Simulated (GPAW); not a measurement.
# GaSb (F-43m) in GPAW: notebook, part 2 of 4

GPAW 26.7.0. Earlier steps stand in the parts before.

## 3. Equation of state, PW91+D4

File run.py:

```python
import spglib
from ase import Atoms
from ase.calculators.mixing import SumCalculator
from ase.eos import EquationOfState
from ase.io import Trajectory, read
from ase.units import GPa
from dftd4.ase import DFTD4
from gpaw import GPAW, PW, setup_paths

setup_paths.insert(0, '.')

atoms = read('GaSb.cif')
cell, positions, numbers = spglib.find_primitive(
    (atoms.cell[:], atoms.get_scaled_positions(), atoms.numbers), symprec=1e-4)
atoms = Atoms(numbers, cell=cell, scaled_positions=positions, pbc=True)

traj = Trajectory('eos.traj', 'w')
volumes, energies = [], []
for x in [0.94, 0.96, 0.98, 1.0, 1.02, 1.04, 1.06]:
    a = atoms.copy()
    a.set_cell(atoms.cell * x**(1 / 3), scale_atoms=True)
    calc = GPAW(mode=PW(600),
                xc='GGA_X_PW91+GGA_C_PW91',
                kpts={'size': (6, 6, 6), 'gamma': True},
                occupations={'name': 'fermi-dirac', 'width': 0.05},
                nbands=18,
                convergence={'density': 1e-05, 'energy': 1e-05},
                maxiter=150,
                txt=f'eos-{x:.2f}.txt')
    a.calc = SumCalculator([calc, DFTD4(method='pw91')])
    energies.append(a.get_potential_energy())
    volumes.append(a.get_volume())
    p = -a.get_stress()[:3].mean() / GPa
    calc.write(f'eos-{x:.2f}.gpw')
    traj.write(a)
    print(f'{x:.2f} {volumes[-1]:10.4f} A^3 {energies[-1]:14.6f} eV {p:9.3f} GPa', flush=True)

v0, e0, B = EquationOfState(volumes, energies, eos='birchmurnaghan').fit()
print(f'V0 = {v0:.4f} A^3, E0 = {e0:.6f} eV, B0 = {B / GPa:.2f} GPa')
```

File GaSb.cif:

```cif
data_GaSb
_cell_length_a 6.11800000
_cell_length_b 6.11800000
_cell_length_c 6.11800000
_cell_angle_alpha 90.00000000
_cell_angle_beta 90.00000000
_cell_angle_gamma 90.00000000
_space_group_name_H-M_alt 'F-43m'
_space_group_name_Hall 'F -4 2 3'
_space_group_IT_number 216
loop_
_space_group_symop_operation_xyz
'x,y,z'
'y,-x,-z'
'-x,-y,z'
'-y,x,-z'
'x,-y,-z'
'y,x,z'
'-x,y,-z'
'-y,-x,z'
'z,x,y'
'-z,y,-x'
'z,-x,-y'
'-z,-y,x'
'-z,x,-y'
'z,y,x'
'-z,-x,y'
'z,-y,-x'
'y,z,x'
'-x,-z,y'
'-y,z,-x'
'x,-z,-y'
'-y,-z,x'
'x,z,y'
'y,-z,-x'
'-x,z,-y'
'x,y+1/2,z+1/2'
'y,-x+1/2,-z+1/2'
'-x,-y+1/2,z+1/2'
'-y,x+1/2,-z+1/2'
'x,-y+1/2,-z+1/2'
'y,x+1/2,z+1/2'
'-x,y+1/2,-z+1/2'
'-y,-x+1/2,z+1/2'
'z,x+1/2,y+1/2'
'-z,y+1/2,-x+1/2'
'z,-x+1/2,-y+1/2'
'-z,-y+1/2,x+1/2'
'-z,x+1/2,-y+1/2'
'z,y+1/2,x+1/2'
'-z,-x+1/2,y+1/2'
'z,-y+1/2,-x+1/2'
'y,z+1/2,x+1/2'
'-x,-z+1/2,y+1/2'
'-y,z+1/2,-x+1/2'
'x,-z+1/2,-y+1/2'
'-y,-z+1/2,x+1/2'
'x,z+1/2,y+1/2'
'y,-z+1/2,-x+1/2'
'-x,z+1/2,-y+1/2'
'x+1/2,y,z+1/2'
'y+1/2,-x,-z+1/2'
'-x+1/2,-y,z+1/2'
'-y+1/2,x,-z+1/2'
'x+1/2,-y,-z+1/2'
'y+1/2,x,z+1/2'
'-x+1/2,y,-z+1/2'
'-y+1/2,-x,z+1/2'
'z+1/2,x,y+1/2'
'-z+1/2,y,-x+1/2'
'z+1/2,-x,-y+1/2'
'-z+1/2,-y,x+1/2'
'-z+1/2,x,-y+1/2'
'z+1/2,y,x+1/2'
'-z+1/2,-x,y+1/2'
'z+1/2,-y,-x+1/2'
'y+1/2,z,x+1/2'
'-x+1/2,-z,y+1/2'
'-y+1/2,z,-x+1/2'
'x+1/2,-z,-y+1/2'
'-y+1/2,-z,x+1/2'
'x+1/2,z,y+1/2'
'y+1/2,-z,-x+1/2'
'-x+1/2,z,-y+1/2'
'x+1/2,y+1/2,z'
'y+1/2,-x+1/2,-z'
'-x+1/2,-y+1/2,z'
'-y+1/2,x+1/2,-z'
'x+1/2,-y+1/2,-z'
'y+1/2,x+1/2,z'
'-x+1/2,y+1/2,-z'
'-y+1/2,-x+1/2,z'
'z+1/2,x+1/2,y'
'-z+1/2,y+1/2,-x'
'z+1/2,-x+1/2,-y'
'-z+1/2,-y+1/2,x'
'-z+1/2,x+1/2,-y'
'z+1/2,y+1/2,x'
'-z+1/2,-x+1/2,y'
'z+1/2,-y+1/2,-x'
'y+1/2,z+1/2,x'
'-x+1/2,-z+1/2,y'
'-y+1/2,z+1/2,-x'
'x+1/2,-z+1/2,-y'
'-y+1/2,-z+1/2,x'
'x+1/2,z+1/2,y'
'y+1/2,-z+1/2,-x'
'-x+1/2,z+1/2,-y'
loop_
_atom_site_label
_atom_site_type_symbol
_atom_site_symmetry_multiplicity
_atom_site_Wyckoff_symbol
_atom_site_fract_x
_atom_site_fract_y
_atom_site_fract_z
_atom_site_occupancy
Sb1 Sb 4 c 0.2500000000 0.2500000000 0.2500000000 1
Ga1 Ga 4 a 0.0000000000 0.0000000000 0.0000000000 1
```

Potentials or basis: PAW data sets generated in the run's folder for this functional, pw.

Run with:

```console
$ gpaw-setup -f GGA_X_PW91+GGA_C_PW91 Ga Sb
$ OMP_NUM_THREADS=1 python run.py
```

The log of the run:

```text
__  _  _
 | _ |_)|_||  |
 |__||  | ||/\| - 26.7.0

Input parameters:
  mode=PW(ecut=600.0),
  convergence={'density': 1e-05, 'energy': 1e-05},
  kpts=MonkhorstPack(size=(6, 6, 6), gamma=True),
  maxiter=150,
  nbands=18,
  occupations=Occupations(name='fermi-dirac', width=0.05),
  xc=XC(name='GGA_X_PW91+GGA_C_PW91')

Diagonalizing LCAO Hamiltonian
Converting LCAO to pw mode

            Sb

       Ga

Atoms  # Å, Bohr magnetons
|   | symbol |        x |        y |        z |    initial magnetic moments |
|---|--------|----------|----------|----------|-----------------------------|
| 0 |     Sb | 1.498277 | 1.498277 | 1.498277 | ( 0.0000,  0.0000,  0.0000) |
| 1 |     Ga | 0.000000 | 0.000000 | 0.000000 | ( 0.0000,  0.0000,  0.0000) |

Unit cell  # Å
| periodic |        x |        y |        z |  lengths |    angles |
|----------|----------|----------|----------|----------|-----------|
|      yes | 0.000000 | 2.996554 | 2.996554 | 4.237767 | 60.000000 |
|      yes | 2.996554 | 0.000000 | 2.996554 | 4.237767 | 60.000000 |
|      yes | 2.996554 | 2.996554 | 0.000000 | 4.237767 | 60.000000 |

Number of symmetries: 24
Symmetry operations  # r_c * U_cc + t_c -> r_c
|    | kind |            matrix            |
|----|------|------------------------------|
|  0 |  E   |  1, 0, 0,  0, 1, 0,  0, 0, 1 |
|  1 |  σ   |  1, 0, 0,  0, 0, 1,  0, 1, 0 |
|  2 |  σ   |  1, 0,-1,  0, 1,-1,  0, 0,-1 |
|  3 |  C3  |  1, 0,-1,  0, 0,-1,  0, 1,-1 |
|  4 |  C3  |  1,-1, 0,  0,-1, 1,  0,-1, 0 |
|  5 |  σ   |  1,-1, 0,  0,-1, 0,  0,-1, 1 |
|  6 |  σ   |  0, 1, 0,  1, 0, 0,  0, 0, 1 |
|  7 |  C3  |  0, 1, 0,  0, 0, 1,  1, 0, 0 |
|  8 |  C2  |  0, 1,-1,  1, 0,-1,  0, 0,-1 |
|  9 |  S4  |  0, 1,-1,  0, 0,-1,  1, 0,-1 |
| 10 |  C3  |  0, 0, 1,  1, 0, 0,  0, 1, 0 |
| 11 |  σ   |  0, 0, 1,  0, 1, 0,  1, 0, 0 |
| 12 |  S4  |  0, 0,-1,  1, 0,-1,  0, 1,-1 |
| 13 |  C3  |  0, 0,-1,  0, 1,-1,  1, 0,-1 |
| 14 |  S4  |  0,-1, 1,  1,-1, 0,  0,-1, 0 |
| 15 |  C2  |  0,-1, 1,  0,-1, 0,  1,-1, 0 |
| 16 |  C3  |  0,-1, 0,  1,-1, 0,  0,-1, 1 |
| 17 |  S4  |  0,-1, 0,  0,-1, 1,  1,-1, 0 |
| 18 |  S4  | -1, 1, 0, -1, 0, 1, -1, 0, 0 |
| 19 |  C3  | -1, 1, 0, -1, 0, 0, -1, 0, 1 |
| 20 |  C3  | -1, 0, 1, -1, 1, 0, -1, 0, 0 |
| 21 |  S4  | -1, 0, 1, -1, 0, 0, -1, 1, 0 |
| 22 |  σ   | -1, 0, 0, -1, 1, 0, -1, 0, 1 |
| 23 |  C2  | -1, 0, 0, -1, 0, 1, -1, 1, 0 |

BZ-sampling:
  Number of BZ points: 216
  Number of IBZ points: 16

  Monkhorst-Pack size: [6, 6, 6]
  Monkhorst-Pack shift: [0.08333333333333333, 0.08333333333333333, 0.08333333333333333]

K-points  # in reciprocal-cell coordinates
|     |                                coordinates |     weight |
|-----|--------------------------------------------|------------|
|   0 | (  0.00000000,   0.00000000,   0.00000000) | 0.00462963 |
[... 73 lines left out ...]
      core: 4.17  # [Å]
    projectors
    | kind |    occ | energy [eV] | rcut [Å] |
    |------|--------|-------------|----------|
    |   4s |  2.000 |      -9.019 |    1.164 |
    |   4p |  1.000 |      -2.620 |    1.164 |
    |    s |        |      18.192 |    1.164 |
    |    p |        |      24.592 |    1.164 |
    |    d |        |       0.000 |    1.164 |

    Using partial waves for Ga as LCAO basis

Reference energy: -229203.940482  # eV

eigensolver:
  PPCG
  Converge bands: occupied
  niter=2

density mixing:
  MSR1-Mixer
  Pratt-step length: 0.05
  Maximum mixing coefficient: 0.75
  Old densities: 10
  SVD Regularization: 0.005
  Good broyden scale: 1.0
  Trust region scale: 1.0
  Backstep threshold: 4.0
  History deletion threshold: 6.0
  Fourier metric: weight=20.0, sigma=0.015

occupation numbers:
  Fermi-Dirac:
    width: 0.0500  # eV

poisson solver:
  ecut: 4800.0  # eV

xc functional:
  name: GGA_X_PW91+GGA_C_PW91 with 2 nearest neighbor stencil

convergence criteria:
- Maximum integral of absolute [dens]ity change: 1e-05 electrons / valence electron
- Maximum [total energy] change in last 3 cyles: 1e-05 eV / valence electron
- Maximum integral of absolute [eigenst]ate change: 4e-08 eV^2 / valence electron
maximum number of iterations: 150

SCF iterations
|iter     | |      energy | eigst |  dens |
|---------|-|-------------|-------|-------|
|iter:   1| |   -7.608306 | +0.23 |       |
|iter:   2| |   -7.610220 | -2.00 | -1.28 |
|iter:   3| |   -7.582805 | -2.48 | -1.30 |
|iter:   4| |   -7.583984 | -3.16 | -1.85 |
|iter:   5| |   -7.584359 | -4.27 | -2.61 |
|iter:   6| |   -7.584467 | -4.99 | -3.01 |
|iter:   7| |   -7.584467c| -6.50 | -4.15 |
|iter:   8| |   -7.584468c| -7.48c| -4.65 |
|iter:   9| |   -7.584468c| -8.07c| -5.29c|

Converged in 9 steps
Energy contributions relative to reference atoms: (reference = -229203.940482)

Energy contributions:
  Kinetic:          19.048091
  Coulomb:         -16.377592
  Zero:              0.204347
  External:          0.000000
  Xc:              -10.459259
  Entropy:          -0.000110
  Spinorbit:         0.000000
  ----------------------------
  Free energy:      -7.584523
  Extrapolated:     -7.584468

dipole moment: (-20.055986, -20.055986, -20.055986)  # |e|*Ang

Fermi level: 5.734
Eigenvalues  # (at kpt = [0.000, 0.000, 0.000])
| band index |      eig [eV] | occ [0-2] |
|------------|---------------|-----------|
|          0 |       -23.367 |     2.000 |
|          1 |       -23.367 |     2.000 |
|          2 |       -23.367 |     2.000 |
|          3 |       -23.345 |     2.000 |
|          4 |       -23.345 |     2.000 |
|          5 |        -6.419 |     2.000 |
[... 10 lines left out ...]
|         16 |        15.086 |     0.000 |
|         17 |        15.086 |     0.000 |

Gap: 0.487 eV
Transition (v -> c):
  (s=0, k=0, n=8, [0.00, 0.00, 0.00]) -> (s=0, k=0, n=9, [0.00, 0.00, 0.00])
No difference between direct/indirect transitions

Stress tensor  # eV/Ang^3
|         x |         y |         z |
|-----------|-----------|-----------|
| -0.038216 |  0.000000 | -0.000000 |
|  0.000000 | -0.038216 |  0.000000 |
| -0.000000 |  0.000000 | -0.038216 |

# Writing to eos-0.94.gpw (mode='')
```

Run time: 38 s. Hardware: 1 thread of Intel Xeon 6975P-C (Granite Rapids), shared host; peak memory 0.24 GiB.

Results:

| Item | Value |
| --- | --- |
| Equilibrium volume | 28.77 Å³/atom |
| Bulk modulus | 50 GPa |
| Pressure derivative of the bulk modulus | 4.6 (rough: it moves with the points fitted) |

Energy against volume, from the lowest point:
```
volume (Å³/atom)  energy (meV/atom)
          26.907              21.34
          27.480               9.68
          28.052               2.79
          28.625               0.00
          29.197               0.77
          29.770               4.89
          30.342              12.06
```

## 4. Equation of state, PBE

Edit run.py of step 3 so:

```diff
@@ -2,3 +2,2 @@
 from ase import Atoms
-from ase.calculators.mixing import SumCalculator
 from ase.eos import EquationOfState
@@ -6,6 +5,3 @@
 from ase.units import GPa
-from dftd4.ase import DFTD4
-from gpaw import GPAW, PW, setup_paths
-
-setup_paths.insert(0, '.')
+from gpaw import GPAW, PW
 
@@ -22,3 +18,3 @@
     calc = GPAW(mode=PW(600),
-                xc='GGA_X_PW91+GGA_C_PW91',
+                xc='PBE',
                 kpts={'size': (6, 6, 6), 'gamma': True},
@@ -29,4 +25,4 @@
                 txt=f'eos-{x:.2f}.txt')
-    a.calc = SumCalculator([calc, DFTD4(method='pw91')])
-    energies.append(a.get_potential_energy())
+    a.calc = calc
+    energies.append(a.get_potential_energy(force_consistent=True))
     volumes.append(a.get_volume())
```

GaSb.cif is that of step 3.

Potentials or basis: GPAW PAW data sets (gpaw-data 1.2.1), pw.

Run with:

```console
$ OMP_NUM_THREADS=1 python run.py
```

Run time: 34 s. Hardware: 1 thread of Intel Xeon 6975P-C (Granite Rapids), shared host; peak memory 0.25 GiB.

The run converged. Its results:

| Item | Value |
| --- | --- |
| Equilibrium volume | 30.06 Å³/atom |
| Bulk modulus | 43 GPa |
| Pressure derivative of the bulk modulus | 5.0 (rough: it moves with the points fitted) |

Energy against volume, from the lowest point:
| volume (Å³/atom) | energy (meV/atom) |
| --- | --- |
| 26.907 | 55.73 |
| 27.480 | 35.62 |
| 28.052 | 20.58 |
| 28.625 | 9.99 |
| 29.197 | 3.24 |
| 29.770 | 0.00 |
| 30.342 | 0.03 |

The run has no spin-orbit coupling, so splittings on Sb are missing. PBE usually gives volumes a little too large and moduli too small.

(Part 2 of 4 ends here.)
